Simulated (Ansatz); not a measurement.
**What a change of settings does to a run on BeS**

The cell was built from the rocksalt type and relaxed in the same program, and has space group Fm-3m; it needn't be a known or the stable phase.

First run: DFT, LDA, all-electron LAPW, scalar-relativistic (Ansatz 0.2.0).

Command: `ansatz run input.yaml --threads 1 --pin off --max-ram 2048MiB --backend cpu --events-out ev --progress --plain --runs-dir out` The run took 4.9 s on 1 thread of Arm Neoverse V1, with other jobs on the host, peak memory 0.25 GiB.

```yaml
crystal:
  lattice:
    - [0.0, 2.3144614809, 2.3144614809]
    - [2.3144614809, 0.0, 2.3144614809]
    - [2.3144614809, 2.3144614809, 0.0]
  atoms:
    - { symbol: Be, position: [0.0, 0.0, 0.0] }
    - { symbol: S, position: [0.5, 0.5, 0.5] }
kpoints:
  mp_grid: { grid: [13, 13, 13] }
  band_path:
    path:
      - [0.0, 0.0, 0.0]
      - [0.5, 0.0, 0.5]
      - [0.625, 0.25, 0.625]
      - [0.375, 0.375, 0.75]
      - [0.0, 0.0, 0.0]
      - [0.5, 0.5, 0.5]
      - [0.5, 0.25, 0.75]
      - [0.5, 0.0, 0.5]
    npoints: 5
scf:
  occupations: { method: fermi_dirac, width: 0.08 }
hamiltonian:
  xc: lda
  pseudopotentials: { kind: all_electron, lapw: { basis_error: 0.001 } }
output:
  forces: true
  stress: true
  eigenvalues: true
```

Result: converged; pressure -5.19 GPa; gap on the k mesh 1.00 eV (the mesh can miss the band edges); 5 SCF iterations.

A second run of a changed input logged this at its end:

```
  max |Σ_I F_I| component: 3.40e-22 eV/Å
--- Stress (GPa, compression-positive) ---
       91.738880      -0.000000      -0.000000
       -0.000000      91.738880      -0.000000
       -0.000000      -0.000000      91.738880
  P = ⅓ Tr σ = 91.7389 GPa (917.389 kbar)
--- Band table (eV) ---
  k-point 0: bands = ["-191.9958", "-137.5972", "-137.5972", "-137.5972", "-90.0910", "-5.5409", "9.3779", "9.3779", "9.3779", "14.7970", "17.8052", "17.8052", "17.8052"]
```

**Question.** What was wrong with the input?

**Answer.** One k-point for a small cell, by this change (others could give a like log):
```diff
@@ -8,5 +8,5 @@
     - { symbol: S, position: [0.5, 0.5, 0.5] }
 kpoints:
-  mp_grid: { grid: [13, 13, 13] }
+  mp_grid: { grid: [1, 1, 1] }
   band_path:
     path:
@@ -22,4 +22,5 @@
 scf:
   occupations: { method: fermi_dirac, width: 0.08 }
+  max_iter: 60
 hamiltonian:
   xc: lda
```
